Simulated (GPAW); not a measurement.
**Al in GPAW: convergence with plane-wave cutoff (eV)**

The system is Al.

```
Al
1.0
     2.72176    0.00000    0.00000
     0.00000    2.72176    0.00000
     0.00000    0.00000    2.72176
Al
1
Direct
  0.00000 0.00000 0.00000
```

The cell was built by a generator and needn't be a form met in nature.

| Quantity | Value |
| --- | --- |
| Program | GPAW 26.7.0 |
| Task | convergence study |
| Functional | PBE |
| Potentials or basis | GPAW PAW data sets (gpaw-data 1.2.1) |
| Cutoff | 200 eV |
| Basis | pw |
| k mesh | 10 × 10 × 10 |
| Occupations | fermi-dirac, width 0.05 eV |
| Spin | no spin polarisation |

These are the settings of the first run; the series varies plane-wave cutoff (eV), with any setting tied to it.

Hardware: 1 thread of Arm Neoverse V1 (shared host).

Task: The values tried are 200, 250, 300, 350, 400, 500, 600, 800, 1000, loosest first. From which on does the energy stay within 1 meV/atom of the tightest run that finished?

Result: From 350 on.

```csv
plane-wave cutoff (eV),"energy less the tightest run, at zero smearing (meV/atom)",SCF cycles,CPU time (s),peak memory (GiB)
200,4.59,8,3.3,0.11
250,2.42,8,3.4,0.11
300,1.40,8,3.5,0.12
350,0.95,8,3.7,0.12
400,0.74,8,4.1,0.12
500,0.42,8,4.5,0.12
600,0.24,8,4.7,0.13
800,0.06,8,7.1,0.14
1000,0.00,8,6.8,0.15
```

The tightest run that finished is the yardstick and may itself not be fully converged.
